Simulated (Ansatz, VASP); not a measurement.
**One calculation of B, two programs**

Contents of INCAR:

```
  ALGO = Normal
  EDIFF = 1E-6
  ENCUT = 520
  ISIF = 2
  ISMEAR = -1
  LASPH = True
  LCHARG = False
  LREAL = False
  LWAVE = False
  NBANDS = 8
  NELM = 100
  PREC = Accurate
  SIGMA = 0.1
```

KPOINTS

```
k-points
0
Gamma
  22 22 22
```

POSCAR

```
B
1.0
   -1.1844755981      1.1844755981      1.1844755981
    1.1844755981     -1.1844755981      1.1844755981
    1.1844755981      1.1844755981     -1.1844755981
B
1
Direct
    0.0000000000      0.0000000000      0.0000000000
```

Input for Ansatz:

```yaml
crystal:
  lattice:
    - [-1.1844755981, 1.1844755981, 1.1844755981]
    - [1.1844755981, -1.1844755981, 1.1844755981]
    - [1.1844755981, 1.1844755981, -1.1844755981]
  atoms:
    - { symbol: B, position: [0.0, 0.0, 0.0] }
hamiltonian:
  xc: lda
  pseudopotentials:
    kind: paw
    azcp:
      B: "pseudopotentials/B.paw.azcp"
basis:
  ecutwfc: 420
  fft_grid_basis: typed
kpoints:
  mp_grid: { grid: [22, 22, 22], shift: [0, 0, 0] }
magnetization:
  spin_polarized: false
scf:
  occupations: { method: fermi_dirac, width: 0.1 }
  lower_state_search: "off"
output:
  stress: true
  write_density: true
  write_potential: true
  elf: true
  volumetric_format: npy
```

Alike in both runs: task single point; functional LDA; k mesh 22 × 22 × 22; occupations fermi-dirac, width 0.1 eV; no spin polarisation.

|  | VASP | Ansatz |
| --- | --- | --- |
| version | VASP 6.6.1 | Ansatz 0.2.0 |
| potentials or method | VASP PAW LDA potentials, release 64 (B) | plane waves (420 eV) with PAW, scalar-relativistic |
| plane-wave cutoff (eV) | 520 | 420 |
| valence electrons in the cell | 3 | 3 |

|  | VASP | Ansatz | Ansatz less VASP |
| --- | --- | --- | --- |
| pressure (GPa) | -22.0 | -22.2 | -0.17 |

Ansatz warned: «pseudo_functional_mismatch».

Caveats: so large a pressure means that the cell lies far from this level's equilibrium, or that cutoff or potentials fall short (VASP).
